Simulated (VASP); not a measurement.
Set up this calculation in VASP 6.6.1, as the native input.

- Task: relaxation of cell and atoms
- Functional: PBEsol
- Potentials or basis: VASP PAW PBE potentials, release 64 (Ag)
- Cutoff: 600 eV
- k mesh: 16 × 16 × 16
- Occupations: methfessel-paxton, width 0.1 eV
- Spin: no spin polarisation
- Further INCAR settings: ALGO = Normal; EDIFF = 1e-07; IBRION = 2; EDIFFG = -0.005; NSW = 90; ISIF = 3

The structure of Ag lies in POSCAR:

```
Ag                                      
1.0
   -0.0000000000      2.0257627205      2.0257627205
    2.0257627205      0.0000000000      2.0257627205
    2.0257627205      2.0257627205      0.0000000000
  Ag            
     1
Direct
     0.0000000000000000    0.0000000000000000    0.0000000000000000
```

The input as run:

INCAR

```
  ALGO = Normal
  EDIFF = 1E-7
  EDIFFG = -0.005
  ENCUT = 600
  GGA = PS
  IBRION = 2
  ISIF = 3
  ISMEAR = 1
  LASPH = T
  LCHARG = F
  LREAL = F
  LWAVE = F
  NELM = 80
  NSW = 90
  PREC = Accurate
  SIGMA = 0.1
```

KPOINTS

```
k-points
0
Gamma
  16 16 16
```

Potentials or basis: VASP PAW PBE potentials, release 64 (Ag).

Run with:

```console
$ cat potpaw_PBE.64/Ag/POTCAR > POTCAR
$ mpirun -np 1 vasp_std > vasp.out
```

It gave:

* Pressure after relaxing: 0.0 GPa
* Band gap on the k mesh: none (metal or under the smearing width)

Caveat: the relaxation stopped at its first step, so nothing moved; the PAW data sets were made with another functional, which shifts forces and pressure a little.

It took 9.8 s on 1 thread of Intel(R) Xeon(R) Platinum 8488C (Sapphire Rapids) (shared host), peak memory 0.16 GiB.
